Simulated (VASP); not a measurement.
Here is a VASP 6.6.1 calculation.

File INCAR:

```
SYSTEM = HfO2
PREC = Accurate
ENCUT = 520
EDIFF = 1E-7
ISMEAR = -1
SIGMA = 0.05
LREAL = .False.
LASPH = .True.
NELM = 100
ALGO = Normal
ISIF = 2
LWAVE = .False.
LCHARG = .True.
GGA = PE
LELF = .True.
LVHAR = .True.
NBANDS = 56
```

Contents of KPOINTS:

```
regular mesh
0
Gamma
  5 6 5
  0 0 0
```

The input POSCAR:

```
HfO2
1.0
    5.2194633600      0.0000000000      0.0000000000
    0.0000000000      5.0047636900      0.0000000000
    0.0000000000      0.0000000000      5.0326850500
Hf O
4 8
Direct
    0.9669940000      0.7325208200      0.7414403500
    0.5330060000      0.7325208200      0.2414403500
    0.4669940000      0.2674791800      0.7414403500
    0.0330060000      0.2674791800      0.2414403500
    0.6321274500      0.9286454000      0.8792672600
    0.8678725500      0.9286454000      0.3792672600
    0.2339485200      0.5398830500      0.4922923900
    0.2660514800      0.5398830500      0.9922923900
    0.7660514800      0.4601169500      0.9922923900
    0.7339485200      0.4601169500      0.4922923900
    0.1321274500      0.0713546000      0.8792672600
    0.3678725500      0.0713546000      0.3792672600
```

Potentials or basis: VASP PAW PBE potentials, release 64 (Hf_pv, O).

Run with:

```sh
$ cat potpaw_PBE.64/Hf_pv/POTCAR potpaw_PBE.64/O/POTCAR > POTCAR
$ mpirun -np 1 vasp_std > vasp.out
```

**Question.** Estimate the band gap on the k mesh.

**Answer.** 4.44 eV, indirect (least direct gap 4.65 eV).

**Question.** What does it give for the largest force?

**Answer.** 0.070 eV/Å.

**Question.** Predict the pressure.

**Answer.** 6.3 GPa.

Stress tensor (GPa, compression positive):
```
6.32 0.00 0.00
0.00 6.51 0.00
0.00 0.00 6.17
```

Caveat: spin-orbit coupling is left out, which moves the levels of the heavy elements; an odd mesh through Γ misses points on the zone boundary, where band edges often lie.
